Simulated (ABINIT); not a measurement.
Write the native input for ABINIT 10.8.3 (patched build) that does the following.

| Item | Value |
| --- | --- |
| Task | single point |
| Functional | PBE |
| Potentials or basis | JTH PAW PBE v2.0 |
| Cutoff | 626 eV |
| k mesh | 7 × 5 × 5 |
| Occupations | fermi-dirac, width 0.05 eV |
| Spin | no spin polarisation |
| Fine-grid cutoff | 1224.51 eV |

The system is BaTiO3.

```
Ba Ti O
1.0
    -0.09159    0.02278   -3.96240
     3.88088    4.13178    0.06850
     3.92317   -4.17407    0.11386
Ba Ti O
2 2 6
Direct
  0.99749 0.00015 0.00043
  0.99982 0.49875 0.50109
  0.50075 0.49906 0.99785
  0.50366 0.99877 0.49738
  0.99896 0.49878 0.99824
  0.00194 0.99976 0.50212
  0.49413 0.25153 0.25251
  0.49937 0.75231 0.74826
  0.50326 0.25086 0.74969
  0.50062 0.75003 0.25243
```

These files were run (other wordings do the same):

run.abi

```
# Pseudopotentials
pp_dirpath "./"
pseudos "Ba.GGA_PBE-JTH.xml, Ti.GGA_PBE-JTH.xml, O.GGA_PBE-JTH.xml"

# Structure
acell 3*1.0
rprim
    -0.1730835684     0.0430507579    -7.4878449948
     7.3338075413     7.8079325316     0.1294438018
     7.4137192025    -7.8878441928     0.2151553159
ntypat 3
znucl 56 22 8
natom 10
typat 1 1 2 2 3 3 3 3 3 3
xcart
    -0.0891125552     0.0215515380    -3.9523802761
     3.8098746872    -0.0080565631    -3.8704694792
     5.8056785066    -2.0916999376    -1.8363640889
     5.7812868786     2.0620583224    -1.8706429139
     5.7604807961    -2.0831182162    -3.8104538903
     5.8496462480     2.0349441033     0.1179452049
     1.9215327132    -0.0034793363    -1.9119700266
     5.8094583744    -0.0035131710    -1.8419768730
     3.8686358071    -2.0812639958    -1.8915743504
     3.8552701099     2.0566853129    -1.9035478876 Angstrom
chkprim 0
chksymtnons 0
tolsym 1.0e-6

# Plane-wave basis
ecut 625.861884 eV
pawecutdg 45.0
pawxcdev 0

# k points
kptopt 1
ngkpt 7 5 5
nshiftk 1
shiftk 0.0 0.0 0.0

# Exchange and correlation
ixc 11

# Bands and occupations
nband 48
occopt 3
tsmear 0.00183747

# SCF cycle
nstep 100
tolvrs 1.0e-9

# Output
iomode 3
prtwf 0
prtden 0
prteig 0
prtebands 0
enunit 1
```

Potentials or basis: JTH PAW PBE v2.0.

Launch:

```bash
$ mpirun --bind-to none -np 4 abinit run.abi > log 2>&1
```

Results of the run:

```
Pressure               : 4.1 GPa
Largest force          : 0.267 eV/Å
Band gap on the k mesh : 1.59 eV
```

Caveat: this set's barium file shifts pressures by 1.5 GPa and gaps by 0.1 eV against other sets; spin-orbit coupling is left out, which moves the levels of the heavy elements; an odd mesh through Γ misses points on the zone boundary, where band edges often lie; the atomic spheres overlap.

Run time: 16 min on 4 MPI ranks on Arm Neoverse N1, with other jobs on the host, peak memory 1 GiB a rank.
